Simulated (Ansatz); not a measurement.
# Rh: response to equal strain of all cell vectors

How does Rh answer equal strain of all cell vectors between -6 and +6 %? At each strain the shape is held and the atoms relax, within the symmetry that is left.

This is Rh in the hcp structure; at room conditions it is fcc.

Method: DFT r2SCAN, scalar-relativistic, plane waves, PAW, in Ansatz 0.2.0.

2 further runs of the same task are left out: 2 set aside as unsound or not needed.

## (1) The starting structure

It takes space group P6_3/mmc (No. 194, hexagonal). The conventional cell has a = 2.704 Å, b = 2.704 Å, c = 4.349 Å, α = 90.00°, β = 90.00°, γ = 120.00°. Around Rh (site symmetry -6m2) lie 12 Rh at 2.68 to 2.70 Å.

As a file:

```
CELL_PARAMETERS angstrom
2.70364 0.00000 0.00000
-1.35182 2.34142 0.00000
0.00000 0.00000 4.34862
ATOMIC_POSITIONS crystal
Rh 0.66667 0.33333 0.75000
Rh 0.33333 0.66667 0.25000
```

It goes back to an entry of the Materials Project, which need not be the stable form.

It is the result of an earlier relaxation at this level (volume 13.76 Å³/atom; gap on the mesh: none (metal)).

The unstrained cell was computed beforehand with the same settings: E(σ→0) = -12830.4545 eV for 2 atoms, gap none (metal).

## (2) Strain -2.0 %

input.yaml reads:

```yaml
crystal:
  lattice:
    - [2.649570319, 0.0, 0.0]
    - [-1.3247851595, 2.2945952054, 0.0]
    - [0.0, 0.0, 4.2616448766]
  atoms:
    - { symbol: Rh, position: [0.6666666667, 0.3333333333, 0.75] }
    - { symbol: Rh, position: [0.3333333333, 0.6666666667, 0.25] }
basis:
  ecutwfc: 500
kpoints:
  mp_grid: { grid: [24, 24, 12] }
hamiltonian:
  xc: r2scan
scf:
  occupations: { method: gaussian, width: 0.1 }
output:
  forces: true
  stress: true
  eigenvalues: true
  write_density: true
  write_potential: true
  elf: true
  volumetric_format: npy
```

Launch:

```sh
$ ansatz run input.yaml --threads 1 --pin off --max-ram 2560MiB --backend cpu --events-out ev --progress --plain --runs-dir out
```

Further runs follow: the cell strained by +2.0 %; At -4.0 %; the cell strained by +4.0 %; At -6.0 %; At +6.0 %.

What does the calculation give? Wanted: (1/V) d²E/dε² at zero strain, cubic fit.

As calculated:

```
                               quantity                     value
                    largest energy cost  501.5 meV/atom at -6.0 %
(1/V) d²E/dε² at zero strain, cubic fit                  2618 GPa
```

The curvature of the energy, 2618 GPa, is nine times the bulk modulus at fixed shape. Compression by 6 % costs 501.5 meV/atom and stretching 306.3. On this cell's mesh the unstrained reference holds a stress of up to 0.50 GPa.
